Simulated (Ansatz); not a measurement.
Gd: a sweep of one setting

```
Gd
1.0
     3.63600    0.00000    0.00000
    -1.81800    3.14887    0.00000
     0.00000    0.00000    5.78260
Gd
2
Cartesian
  0.0000 2.0992 1.4457
  1.8180 1.0496 4.3369
```

Atom numbers follow the list: Gd1, Gd2.

The cell is a measured one (Crystallography Open Database entry 9008499); the temperature and pressure of the measurement aren't taken into account, and nothing was relaxed.

Semilocal functionals without a Hubbard term describe localised f shells poorly; where the shell is localised, the real material differs.

Other magnetic orders may lie lower; this is the state that the run reached.

No spin–orbit coupling, which matters for the heavy atoms here.

The calculation used DFT, PBE, PAW with Ansatz's default frozen-core files, scalar-relativistic in Ansatz 0.2.0.

The runs use a Γ-centred 12×12×7 k mesh, Fermi–Dirac smearing of 0.05 eV, cutoff 420 eV, spin-polarised from start moments Gd1 7, Gd2 7 μB. One setting is then changed at a time.

```
        k mesh  free energy less the base's (meV/atom)  P (GPa)  moment (μB)
12×12×7 (base)                                     0.0     0.55       15.316
         4×4×2                                    10.7     0.77       15.626
         6×6×4                                    -0.1     0.48       15.386
         9×9×5                                     1.2     0.55       15.266
      17×17×10                                     0.2     0.55       15.319
```
